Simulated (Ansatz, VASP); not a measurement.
MgS: VASP beside Ansatz

File INCAR:

```
SYSTEM = MgS
ALGO     = Normal         ! electronic algorithm
EDIFF    = 1E-6           ! SCF threshold, eV
ENCUT    = 520            ! plane-wave cutoff, eV
ISIF     = 2              ! what is computed and relaxed
ISMEAR   = 0              ! smearing method
LASPH    = .TRUE.         ! aspherical terms in the spheres
LCHARG   = .FALSE.        ! write CHGCAR
LREAL    = .FALSE.        ! projectors in reciprocal space
LWAVE    = .FALSE.        ! write WAVECAR
NBANDS   = 11             ! bands
NELM     = 80             ! most SCF steps
PREC     = Accurate       ! precision mode
SIGMA    = 0.01           ! smearing width, eV
```

The input KPOINTS:

```
k-points
0
G
  8 8 8
  0 0 0
```

The input POSCAR:

```
MgS
1.0
    0.0000000000      2.6015176528      2.6015176528
    2.6015176528      0.0000000000      2.6015176528
    2.6015176528      2.6015176528      0.0000000000
Mg S
1 1
Direct
    0.0000000000      0.0000000000      0.0000000000
    0.5000000000      0.5000000000      0.5000000000
```

Input for Ansatz:

```yaml
crystal:
  lattice:
    - [0.0, 2.6015176528, 2.6015176528]
    - [2.6015176528, 0.0, 2.6015176528]
    - [2.6015176528, 2.6015176528, 0.0]
  atoms:
    - { symbol: Mg, position: [0.0, 0.0, 0.0] }
    - { symbol: S, position: [0.5, 0.5, 0.5] }
kpoints:
  mp_grid: { grid: [8, 8, 8] }
  band_path:
    path:
      - [0.0, 0.0, 0.0]
      - [0.5, 0.0, 0.5]
      - [0.625, 0.25, 0.625]
      - [0.375, 0.375, 0.75]
      - [0.5, 0.5, 0.5]
      - [0.5, 0.25, 0.75]
      - [0.0, 0.5, 0.5]
    npoints: 1
hamiltonian:
  xc: lda
scf:
  occupations: { method: fixed }
  n_extra_bands: 4
output:
  forces: true
  stress: true
  eigenvalues: true
  write_density: true
  write_potential: true
  elf: true
  volumetric_format: npy
```

Alike in both runs: task single point; functional LDA; k mesh 8 × 8 × 8; no spin polarisation.

|  | VASP | Ansatz |
| --- | --- | --- |
| version | VASP 6.6.1 | Ansatz 0.2.0 |
| potentials or method | VASP PAW LDA potentials, release 64 (Mg, S) | plane waves, PAW |
| plane-wave cutoff (eV) | 520 | 420 |
| occupations | gaussian, width 0.01 eV | fixed |
| valence electrons in the cell | 8 | 16 |

|  | VASP | Ansatz | Ansatz less VASP |
| --- | --- | --- | --- |
| gap on the k mesh at the Fermi level (eV) | 2.56 | 2.56 | +0.002 |
| pressure (GPa) | -3.8 | -3.3 | +0.57 |

The two sets of potentials don't hold the same shells in valence.

A k mesh can miss the band edges. A hybrid or GW would open this gap; LDA tends to underestimate it.
